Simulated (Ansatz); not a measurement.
Runs of Ansatz 0.2.0 on CdGeAs2. It takes space group I-42d (No. 122, tetragonal). The conventional cell has a = 5.978 Å, b = 5.978 Å, c = 11.329 Å, α = 90.00°, β = 90.00°, γ = 90.00°. Around Cd (site symmetry -4) lie 4 As at 2.65 Å. Around As (site symmetry 2) lie 2 Ge at 2.45 Å and 2 Cd at 2.65 Å. Around Ge (site symmetry -4) lie 4 As at 2.45 Å. The cell is a database's computed one.

| task | level | cell | cutoff (eV) | points for each segment of the path | gap on the mesh (eV) | pressure (GPa) | largest force (eV/Å) |
| --- | --- | --- | --- | --- | --- | --- | --- |
| band structure | PBEsol | as given | 420 | 10 | 0.19 | -0.7 | 0.18 |
| single point | PBEsol | as given | 420 | - | 0.19 | -0.7 | 0.18 |
| single point | PBEsol | atoms moved at random, drawn with an rms of 0.05 Å | 420 | - | 0.17 | -0.6 | 0.68 |
| band structure | LDA | as given | 420 | 10 | 0.19 | -2.6 | 0.22 |
| band structure | r2SCAN | as given | 500 | 10 | (b) | -0.1 | (a) |
| relaxation of cell and atoms | PBEsol | relaxed | 420 | - | 0.20 | 0.0 | - |

Alike in all rows: potentials or basis Ansatz PAW; no spin polarisation; k mesh 6 × 6 × 6; smearing fermi-dirac 0.05 eV.

Problem. Fill in the values left out.

Solution. (a) 0.01; (b) 0.10.

Caveats: the PAW data sets come from PBE, with cores solved anew for the run's functional, which leaves a small shift of forces and pressure; the k mesh misses the band edges, so the gap on the mesh is wider than the one along the path (some runs); the plane-wave basis is chosen anew once the cell has moved, so the energies of steps on either side of that aren't comparable (some runs).

A k mesh can miss the band edges, and the runs leave out spin-orbit coupling on As, Cd, Ge.

Runs at the PBE level aren't shown here.
